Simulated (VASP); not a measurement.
The system is La2O3.

```
CELL_PARAMETERS angstrom
3.93078 0.00000 0.00000
-1.96539 3.40415 0.00000
0.00000 0.00000 6.11195
ATOMIC_POSITIONS crystal
La 0.66667 0.33333 0.75376
La 0.33333 0.66667 0.24624
O 0.66667 0.33333 0.35411
O 0.33333 0.66667 0.64589
O 0.00000 0.00000 0.00000
```

The cell is a database's computed one.

```yaml
Program: VASP 6.6.1
Task: relaxation of cell and atoms
Functional: LDA
Potentials_or_basis: VASP PAW LDA potentials, release 64 (La, O)
Cutoff: 600 eV
k_mesh: 9 × 9 × 4
Occupations: gaussian, width 0.02 eV
Spin: no spin polarisation
```

At the start: pressure -6.5 GPa; volume 16.36 Å³/atom.

How do energy, volume and symmetry change on relaxing?

Over 13 steps the energy falls by 17.1 meV/atom and the volume is 15.51 Å³/atom (-5.2 %); space group P-3m1 (No. 164, to 0.05 Å).

Step by step:
```
step  energy change (eV)  largest force (eV/Å)  pressure (GPa)  volume (Å³)
   1              0.0000                0.1611           -6.49        81.78
   2              0.0312                0.8513            8.89        74.19
   3             -0.0777                0.2709           -0.19        78.18
   4             -0.0777                0.2801           -0.05        78.11
   5             -0.0834                0.0444            0.04        77.78
   6             -0.0837                0.0426            0.08        77.67
   7             -0.0847                0.0463           -0.10        77.71
   8             -0.0850                0.0501           -0.25        77.75
   9             -0.0852                0.0544            0.26        77.46
  10             -0.0853                0.0391            0.11        77.55
  11             -0.0855                0.0126            0.05        77.54
  12             -0.0855                0.0068            0.03        77.53
  13             -0.0855                0.0008           -0.03        77.57
```

Final structure:
```xyz
5
Lattice="3.8825 0.0000 0.0000 -1.9412 3.3623 0.0000 0.0000 0.0000 5.9419" Properties=species:S:1:pos:R:3 pbc="T T T"
La    1.9412    1.1208    4.4936
La    0.0000    2.2416    1.4482
O     1.9412    1.1208    2.0989
O     0.0000    2.2416    3.8430
O    -1.9412    3.3623    5.9419
```
